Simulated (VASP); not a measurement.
A run of VASP 6.6.1 is set up as follows.

File INCAR:

```
SYSTEM = MoS2
ALGO = Normal
EDIFF = 1E-6
EDIFFG = -0.01
ENCUT = 600
GGA = PE
IBRION = 2
ISIF = 3
ISMEAR = 0
KPAR = 2
LASPH = .True.
LCHARG = .False.
LREAL = .False.
LWAVE = .False.
NELM = 80
NSW = 90
PREC = Accurate
SIGMA = 0.03
```

File KPOINTS:

```
k-points
0
Gamma
  12 12 3
  0 0 0
```

POSCAR

```
MoS2
1.0
    3.1690000000      0.0000000000      0.0000000000
   -1.5845000000      2.7444345046      0.0000000000
    0.0000000000      0.0000000000     12.3240000000
Mo S
2 4
Direct
    0.3333333333      0.6666666667      0.2500000000
    0.6666666667      0.3333333333      0.7500000000
    0.3333333333      0.6666666667      0.6230000000
    0.6666666667      0.3333333333      0.1230000000
    0.3333333333      0.6666666667      0.8770000000
    0.6666666667      0.3333333333      0.3770000000
```

Potentials or basis: VASP PAW PBE potentials, release 64 (Mo_sv, S).

Command:

```sh
$ cat potpaw_PBE.64/Mo_sv/POTCAR potpaw_PBE.64/S/POTCAR > POTCAR
$ mpirun -np 2 vasp_std > vasp.out
```

(1) What does it give for the space group after relaxing (to 0.05 Å)?

(2) What does it give for the relaxed cell?

(3) Predict the relaxed volume.

## Answers

(1) P6_3/mmc (No. 194).

(2) a = 3.184 Å, b = 3.184 Å, c = 14.332 Å, α = 90.00°, β = 90.00°, γ = 120.00°.

(3) 20.97 Å³/atom.

Caveat: the volume moved by over 15 % at a fixed basis, so the end points are rough; this functional lacks dispersion, which binds the layers, so the pressure and a relaxed spacing across them are unreliable, and here the layers came unbound; the volume moved by +17 % from the deposited cell, more than functionals usually miss.
